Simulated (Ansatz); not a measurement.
BaTe built on the zincblende prototype, relaxed with r2SCAN: the symmetry is F-43m (No. 216, cubic); a = 7.828 Å in the conventional setting, 59.97 Å³ an atom. Ba is surrounded by 4 Te at 3.39 Å; Te is surrounded by 4 Ba at 3.39 Å. One-shot G0W0@PBE in Ansatz 0.2.0 on a 4×4×4 mesh (contour deformation, no spin-orbit coupling), from a PBE gap of 2.566 eV over the mesh points (the G0W0 gap is indirect on the mesh); the number N of bands summed and the screening cutoff rise together. Spin-unpolarised throughout. Whether this structure exists isn't addressed.

| N | cutoff (eV) | 1000/N | G0W0 gap (eV) |
| --- | --- | --- | --- |
| 207 | 80 | 4.831 | 3.631 |
| 464 | 140 | 2.155 | 3.746 |

**Question.** Lay a straight line in 1000/N through these rows.

**Answer.** The slope is -0.0430 eV per unit of 1000/N and the intercept 3.839 eV.

**Question.** Predict the gap at N = 841 (210 eV).

**Answer.** 3.839 + (-0.0430) × 1.189 = 3.788 eV; the run gives 3.786 eV, -0.002 eV from the line.

**Question.** With that run's result added, what limit do the last two rows suggest?

**Answer.** Their slope is (3.786 − 3.746)/(1.189 − 2.155) = -0.0414, which meets 1/N = 0 at 3.84 eV, against 3.839 eV from the first line. The two lines nearly agree; the k mesh isn't extrapolated.

No spin-orbit coupling is included; it can move band edges with weight on the heavy atoms by tenths of an eV.
